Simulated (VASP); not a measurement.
Runs of VASP 6.6.1 on TaS2. It takes space group P-3m1 (No. 164, trigonal). Conventional cell: a = 3.350 Å, b = 3.350 Å, c = 5.860 Å, α = 90.00°, β = 90.00°, γ = 120.00°. Ta (site symmetry -3m) has 6 S at 2.43 Å as nearest neighbours. Around S (site symmetry 3m) lie 3 Ta at 2.43 Å. 

| level | spin | U | fixed moment (μB) | gap on the mesh (eV) | pressure (GPa) | moment (μB) | largest force (eV/Å) |
| --- | --- | --- | --- | --- | --- | --- | --- |
| r2SCAN+U | off | Ta d U = 8 eV | - | none | 17.5 | - | 1.80 |
| r2SCAN+U | collinear, random start | Ta d U = 8 eV | - | none | 19.0 | 0.76 | (d) |
| r2SCAN+U | collinear, ferromagnetic start | Ta d U = 8 eV | 2 | - | 22.1 | 2.00 | (c) |
| r2SCAN | collinear, zero start | - | - | none | 7.8 | 0.00 | (a) |
| r2SCAN | collinear, random start | - | - | none | 7.9 | 0.10 | (b) |

Alike in all rows: task single point; potentials or basis VASP PAW PBE potentials, release 64 (Ta_pv, S); cell as given; k mesh 7 × 7 × 3; cutoff (eV) 520; smearing gaussian 0.05 eV.

Question: Estimate the missing entries.

Answer: (a) 0.99; (b) 1.00; (c) 2.28; (d) 1.76.

Caveats: the PAW data sets were made with another functional, which shifts forces and pressure a little; U without spin polarisation on a metal has little footing (some runs); the moment is held away from its start (some runs); the total moment is fixed, so each spin has its own Fermi level (some runs).

A k mesh can miss the band edges, and the runs leave out spin-orbit coupling on Ta.

A gap of «none» marks a metal or a gap under the smearing width.
